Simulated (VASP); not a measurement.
# Ti (Im-3m) in VASP: settings compared

One crystal, Ti, is run at these levels: PBE+TS, r2SCAN; tasks: relaxation of the atoms, relaxation of cell and atoms.

Everything below comes from runs of VASP 6.6.1. Logs are shortened: lines on timing, memory, paths and dates and some standing lists are left out, and cuts for length are marked.

### Step 1. Starting point

The structure is cubic, space group Im-3m (No. 229). The conventional cell has a = 3.282 Å, b = 3.282 Å, c = 3.282 Å, α = 90.00°, β = 90.00°, γ = 90.00°. Around Ti (site symmetry m-3m) lie 8 Ti at 2.84 Å.

This isn't the form of Ti at room conditions, which is hcp.

### Step 2. Relaxation of the atoms, PBE+TS (volume scaled by 1.04)

The input, run.py:

```python
from ase import Atoms
from ase.calculators.vasp import Vasp
from ase.optimize import LBFGS

atoms = Atoms(
    ['Ti'],
    cell=[[-1.6625945817, 1.6625945817, 1.6625945817], [1.6625945817, -1.6625945817, 1.6625945817], [1.6625945817, 1.6625945817, -1.6625945817]],
    scaled_positions=[[0.0, 0.0, 0.0]],
    pbc=True,
)
calc = Vasp(
    directory='calc',
    xc='pbe',
    pp='PBE',
    setups='recommended',
    prec='Accurate',
    encut=520,
    ediff=1e-07,
    ismear=-1,
    sigma=0.05,
    lreal=False,
    lasph=True,
    nelm=60,
    algo='Fast',
    isif=2,
    lwave=True,
    lcharg=False,
    ivdw=2,
    kpts=[11, 11, 11],
    gamma=True,
)
atoms.calc = calc
opt = LBFGS(atoms, trajectory='relax.traj')
converged = opt.run(fmax=0.02, steps=40)
print('converged:', converged)

print('energy (eV):', atoms.get_potential_energy())
print('free energy (eV):', atoms.get_potential_energy(force_consistent=True))
print('forces (eV/A):')
print(atoms.get_forces())
print('stress (eV/A^3, Voigt):', atoms.get_stress())
print('Fermi level (eV):', calc.get_fermi_level())
print('cell (A, degrees):', atoms.cell.cellpar())
print('volume (A^3):', atoms.get_volume())
print('scaled positions:')
print(atoms.get_scaled_positions())
```

Potentials or basis: VASP PAW PBE potentials, release 64 (Ti_sv).

Command:

```bash
python run.py
```

The program printed:

```text
Step     Time          Energy          fmax
LBFGS:    0 --:--:--       -8.704210        0.000000
converged: True
energy (eV): -8.69213538
free energy (eV): -8.7042097
forces (eV/A):
[[ 0. -0.  0.]]
stress (eV/A^3, Voigt): [ 0.10009764  0.10009764  0.10009764  0.         -0.         -0.        ]
Fermi level (eV): 7.50729623
cell (A, degrees): [  2.87969829   2.87969829   2.87969829 109.47122063 109.47122063
 109.47122063]
volume (A^3): 18.383113720391247
scaled positions:
[[0. 0. 0.]]
```

OUTCAR:

```text
ENCUT = 520.000000
   EDIFF = 1.00e-07
   GGA = PE
   PREC = Accurate
   ISIF = 2
   ISMEAR = -1
   NELM = 60
   IVDW = 2
   LASPH = .TRUE.
   LREAL = .FALSE.
  IVDW =   2

 ion  position               nearest neighbor table
   1  0.000  0.000  0.000-

  LATTYP: Found a body centered cubic cell.
 ALAT       =     3.3251891634

  Lattice vectors:

 A1 = (  -1.6625945817,   1.6625945817,   1.6625945817)
 A2 = (   1.6625945817,  -1.6625945817,   1.6625945817)
 A3 = (   1.6625945817,   1.6625945817,  -1.6625945817)

Analysis of symmetry for initial positions (statically):
=====================================================================
 Subroutine PRICEL returns:
 Original cell was already a primitive cell.

 Routine SETGRP: Setting up the symmetry group for a
 body centered cubic supercell.

 Subroutine GETGRP returns: Found 48 space group operations
 (whereof 48 operations were pure point group operations)
 out of a pool of 48 trial point group operations.

The static configuration has the point symmetry O_h .

Analysis of symmetry for dynamics (positions and initial velocities):
=====================================================================
 Subroutine PRICEL returns:
 Original cell was already a primitive cell.

 Routine SETGRP: Setting up the symmetry group for a
 body centered cubic supercell.

 Subroutine GETGRP returns: Found 48 space group operations
 (whereof 48 operations were pure point group operations)
 out of a pool of 48 trial point group operations.

The dynamic configuration has the point symmetry O_h .

 Subroutine INISYM returns: Found 48 space group operations
 (whereof 48 operations are pure point group operations),
 and found     1 'primitive' translations

----------------------------------------------------------------------------------------

[... 136 lines left out ...]
  free energy    TOTEN  =        -7.70979956 eV

  energy without entropy =       -7.68565092  energy(sigma->0) =       -7.69772524

 E-fermi :   7.5073     XC(G=0): -11.2294

 val. band max:        7.4972760761   @ k =   0.3636   0.1818   0.0909
 cond. band min:       7.5103722164   @ k =   0.1818   0.0909   0.0909
 fundamental gap:      0.0130961404
 Fermi energy:         7.5072962325

 k-point     1 :       0.0000    0.0000    0.0000
  band No.  band energies     occupation
      1     -49.1322      2.00000
      2     -25.0490      2.00000
      3     -25.0490      2.00000
      4     -25.0490      2.00000
      5       1.6851      2.00000
      6       8.4480      0.00000
      7       8.4480      0.00000
      8       8.4480      0.00000
      9      10.0846      0.00000
     10      10.0846      0.00000
[... 287 lines left out ...]
 k-point    24 :       0.3636    0.1818    0.0909
  band No.  band energies     occupation
      1     -49.0231      2.00000
      2     -25.5050      2.00000
      3     -25.2973      2.00000
      4     -25.1368      2.00000
      5       6.1253      2.00000
      6       6.9637      1.99996
      7       7.4973      1.09987
      8      10.2448      0.00000
      9      10.4230      0.00000
     10      13.4274      0.00000

 [... further k-points ...]

------------------------ aborting loop because EDIFF is reached ----------------------------------------

  Hirshfeld charges:
            ion         q(e)
   ------------------------------
      1     Ti       0.00000000

  Tkatchenko/Scheffler method for vdW energy calculation

  Number of pair interactions contributing to vdW energy:   28570

  Edisp (eV):   -0.99441

  FORCE on cell =-STRESS in cart. coord.  units (eV):
  Direction    XX          YY          ZZ          XY          YZ          ZX
  --------------------------------------------------------------------------------------
  -------------------------------------------------------------------------------------
  Total      -1.84011    -1.84011    -1.84011     0.00000    -0.00000     0.00000
  in kB    -160.37409  -160.37409  -160.37409     0.00000    -0.00000     0.00000
  external pressure =     -160.37 kB  Pullay stress =        0.00 kB

 VOLUME and BASIS-vectors are now :
 -----------------------------------------------------------------------------
  energy-cutoff  :      520.00
  volume of cell :       18.38
      direct lattice vectors                 reciprocal lattice vectors
    -1.662594582  1.662594582  1.662594582     0.000000000  0.300734771  0.300734771
     1.662594582 -1.662594582  1.662594582     0.300734771  0.000000000  0.300734771
     1.662594582  1.662594582 -1.662594582     0.300734771  0.300734771  0.000000000

 POSITION                                       TOTAL-FORCE (eV/Angst)
 -----------------------------------------------------------------------------------
      0.00000      0.00000      0.00000         0.000000     -0.000000      0.000000
 -----------------------------------------------------------------------------------
    total drift:                                0.000000      0.000000      0.000000

  FREE ENERGIE OF THE ION-ELECTRON SYSTEM (eV)
  ---------------------------------------------------
  free  energy   TOTEN  =        -8.7042097041 eV

  energy  without entropy=       -8.6800610687  energy(sigma->0) =       -8.69213539
```

INCAR:

```text
ENCUT = 520.000000
SIGMA = 0.050000
EDIFF = 1.00e-07
ALGO = Fast
GGA = PE
PREC = Accurate
ISIF = 2
ISMEAR = -1
NELM = 60
IVDW = 2
LASPH = .TRUE.
LCHARG = .FALSE.
LWAVE = .TRUE.
LREAL = .FALSE.
```

Run time: 38 s. Hardware: 1 thread of Intel Xeon Platinum 8259CL at 2.50GHz (Skylake/Cascade Lake), shared host; peak memory 0.14 GiB.

Results:

```
Free energy                : -8.7042 eV
Pressure after relaxing    : -16.0 GPa
Band gap on the k mesh     : none (metal or under the smearing width)
Dispersion energy per atom : -0.994 eV
```

Final structure:
```cif
data_structure
_symmetry_space_group_name_H-M 'P 1'
_symmetry_Int_Tables_number 1
_cell_length_a 2.8797
_cell_length_b 2.8797
_cell_length_c 2.8797
_cell_angle_alpha 109.471
_cell_angle_beta 109.471
_cell_angle_gamma 109.471
_cell_volume 18.38
loop_
_atom_site_label
_atom_site_type_symbol
_atom_site_fract_x
_atom_site_fract_y
_atom_site_fract_z
_atom_site_occupancy
Ti1 Ti 0.00000 0.00000 0.00000 1
```

Levels at points of the mesh, in eV from the Fermi level:
```csv
k point,band 4,band 5,band 6,band 7,band 8,band 9
"(0.00, 0.00, 0.00)",-32.56,-5.82,0.94,0.94,0.94,2.58
```

Caveat: the relaxation stopped at its first step, so nothing moved; atom-pairwise D2, TS and ULG terms overbind metals; pairwise dispersion overbinds metals, which lowers pressure and volume.

### Step 3. Relaxation of cell and atoms, r2SCAN

The input, INCAR:

```
SYSTEM = Ti
PREC = Accurate
ENCUT = 600
EDIFF = 1E-6
ISMEAR = -1
SIGMA = 0.05
LREAL = .False.
LASPH = .True.
NELM = 80
ALGO = Normal
ISIF = 3
LWAVE = .False.
LCHARG = .False.
METAGGA = R2SCAN
LMIXTAU = .True.
IBRION = 2
NSW = 60
EDIFFG = -0.01
```

The input, KPOINTS:

```
Automatic mesh
0
Gamma
  10 10 10
  0 0 0
```

The input, POSCAR:

```
Ti
1.0
   -1.6410000000      1.6410000000      1.6410000000
    1.6410000000     -1.6410000000      1.6410000000
    1.6410000000      1.6410000000     -1.6410000000
Ti
1
Direct
    0.0000000000      0.0000000000      0.0000000000
```

Potentials or basis: VASP PAW PBE potentials, release 64 (Ti_sv).

Command:

```bash
cat potpaw_PBE.64/Ti_sv/POTCAR > POTCAR
mpirun -np 1 vasp_std > vasp.out
```

Wall time 1.8 min (1 thread of Intel Xeon Platinum 8259CL at 2.50GHz (Skylake/Cascade Lake), shared host); peak memory 0.15 GiB.

The run converged. Its results:

```
Free energy                            : -12.8243 eV
Relaxed volume                         : 17.28 Å³/atom
Relaxed cell                           : a = 2.821 Å, b = 2.821 Å, c = 2.821 Å, α = 109.47°, β = 109.47°, γ = 109.47°
Space group after relaxing (to 0.05 Å) : Im-3m (No. 229)
Energy gained by relaxing              : 3.0 meV/atom
Ionic steps                            : 3
Pressure after relaxing                : 0.0 GPa
Band gap on the k mesh                 : none (metal or under the smearing width)
```

Step by step:
```tsv
step	energy change (eV)	largest force (eV/Å)	pressure (GPa)	volume (Å³)
1	0.0000	0.0000	-2.42	17.68
2	-0.0014	0.0000	1.83	17.00
3	-0.0030	0.0000	-0.03	17.28
```

Final structure:
```
Ti
1.0
    -1.62875    1.62875    1.62875
     1.62875   -1.62875    1.62875
     1.62875    1.62875   -1.62875
Ti
1
Direct
  0.00000 0.00000 0.00000
```

Levels at points of the mesh, in eV from the Fermi level:
| k point | band 2 | band 3 | band 4 | band 5 | band 6 | band 7 | band 8 | band 9 | band 10 |
| --- | --- | --- | --- | --- | --- | --- | --- | --- | --- |
| (0.00, 0.00, 0.00) | -33.69 | -33.69 | -33.69 | -6.34 | 1.16 | 1.16 | 1.16 | 2.94 | 2.94 |
| (0.50, 0.00, 0.00) | -34.40 | -33.91 | -33.70 | -2.58 | -0.33 | 0.99 | 2.95 | 3.31 | 4.52 |
| (0.50, 0.50, 0.50) | -34.17 | -34.17 | -34.17 | -2.27 | -2.27 | 4.16 | 4.16 | 4.16 | 8.81 |

Caveat: the PAW data sets were made with another functional, which shifts forces and pressure a little.
